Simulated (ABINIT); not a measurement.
Here is an ABINIT 10.8.3 (patched build) calculation.

Contents of run.abi:

```
# Pseudopotentials
pp_dirpath "./"
pseudos "Zn.GGA_PBE-JTH.xml, S.GGA_PBE-JTH.xml"

# Structure
acell 3*1.0 Angstrom
rprim
     3.8110000000     0.0000000000     0.0000000000
    -1.9055000000     3.3004228138     0.0000000000
     0.0000000000     0.0000000000     6.2340000000
ntypat 2
znucl 30 16
natom 4
typat 1 1 2 2
xred
     0.6666666667     0.3333333333     0.5000000000
     0.3333333333     0.6666666667     0.0000000000
     0.6666666667     0.3333333333     0.8850000000
     0.3333333333     0.6666666667     0.3850000000

# Plane-wave basis
ecut 26.0
pawecutdg 48.0

# k points
kptopt 1
ngkpt 8 8 5
nshiftk 1
shiftk 0.0 0.0 0.0

# Exchange and correlation
ixc -497498
usekden 1
pawxcdev 0

# Bands and occupations
nband 22
occopt 3
tsmear 0.05 eV

# SCF cycle
nstep 100
tolvrs 1.0e-7

# Output
iomode 3
prtwf 0
prtden 0
prteig 0
prtebands 0
```

Potentials or basis: JTH PAW PBE v2.0.

Launch:

```console
$ abinit run.abi > log 2>&1
```

(1) Estimate the largest force.

(2) Estimate the band gap on the k mesh.

## Answers

(1) 0.321 eV/Å.

(2) 2.80 eV, direct.

Caveat: the PAW data sets were made with another functional, which shifts forces and pressure a little.

**Measured values to compare with.**

A printed reference work, monograph reports, for a bulk crystal of ZnS at 4 K: band gap 3.911 eV (direct).

A measured gap of ZnS is 3.911 eV (direct; 4 K; a printed reference work, monograph); the calculated 2.80 eV misses it by -1.11 eV. The value is that of r2SCAN, without temperature or zero-point motion.
